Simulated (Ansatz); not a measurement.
Ru, 2 atoms in the cell. The structure is hexagonal, space group P6_3/mmc (No. 194). The conventional cell has a = 2.706 Å, b = 2.706 Å, c = 4.282 Å, α = 90.00°, β = 90.00°, γ = 120.00°. Ru (site symmetry -6m2) has 12 Ru at 2.65 to 2.71 Å as nearest neighbours. 

```yaml
Program: Ansatz 0.2.0
Task: band structure
Functional: PBEsol
Potentials_or_basis: Ansatz PAW
Cutoff: "420 eV (not typed: the program's choice for these potentials)"
k_mesh: 11 × 11 × 6
Occupations: fermi-dirac, width 0.05 eV
Spin: no spin polarisation
Path: "[[\"G\", \"M\", \"K\", \"G\", \"A\", \"L\", \"H\", \"A\"], [\"L\", \"M\"], [\"K\", \"H\"]]"
Points_for_each_segment_of_the_path: 14
```

Potentials or basis: Ansatz PAW.

Command:

```console
$ ansatz run input.yaml --threads 2 --pin off --max-ram 5632MiB --backend cpu --events-out ev --progress --plain --runs-dir out
```

Hardware: 2 threads of Intel(R) Xeon(R) Processor @ 2.50GHz (Skylake/Cascade Lake), with other jobs on the host.

Problem. Estimate the wall time of this run.

Solution. Wall time 3.6 s on 2 threads of Intel(R) Xeon(R) Processor @ 2.50GHz (Skylake/Cascade Lake), on a shared host, peak memory 0.33 GiB. Counts: scf iterations 6, plane waves 537, k points 64, bands 22.
